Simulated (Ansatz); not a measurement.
Au under changes of volume

One of the cells (18.207 Å³/atom); the others are scaled copies at fixed shape and fractional positions:

```
Au
1.0
    -1.65727    1.65727    1.65727
     1.65727   -1.65727    1.65727
     1.65727    1.65727   -1.65727
Au
1
Direct
  0.00000 0.00000 0.00000
```

This isn't the form of Au at room conditions, which is fcc.

- Program: Ansatz 0.2.0
- Functional: PBE0
- Potentials or basis: Ansatz PAW
- Cutoff: 420 eV (not typed: the program's choice for these potentials)
- k mesh: 6 × 6 × 6
- Occupations: fermi-dirac, width 0.05 eV
- Spin: no spin polarisation

```tsv
volume (Å³/atom)	energy over the lowest point (meV/atom)	pressure (GPa)
17.115	7.40	5.0
17.479	0.00	1.5
17.843	0.18	-1.6
18.207	6.76	-4.2
18.571	18.89	-6.5
18.935	35.91	-8.5
19.299	?	?
```

Q: What does the run at 19.299 Å³/atom give?

A: Energy over the lowest point 57.08 meV/atom; pressure -10.1 GPa.

Worked out: A Birch-Murnaghan fit of order 3 (a polynomial in V^(-2/3)) to the other rows has its minimum at 17.65 Å³/atom with B0 = V·E''(V) = 149 GPa and B' = 6.1. It gives 57.01 meV/atom at 19.299 Å³/atom, against the run's 57.08, and -dE/dV = -10.1 GPa, against -10.1.

Energies are extrapolated to zero smearing.

Caveats: all runs use coarse meshes; the PAW data sets come from PBE, with cores solved anew for the run's functional, which leaves a small shift of forces and pressure; the thresholds are loose for stress.
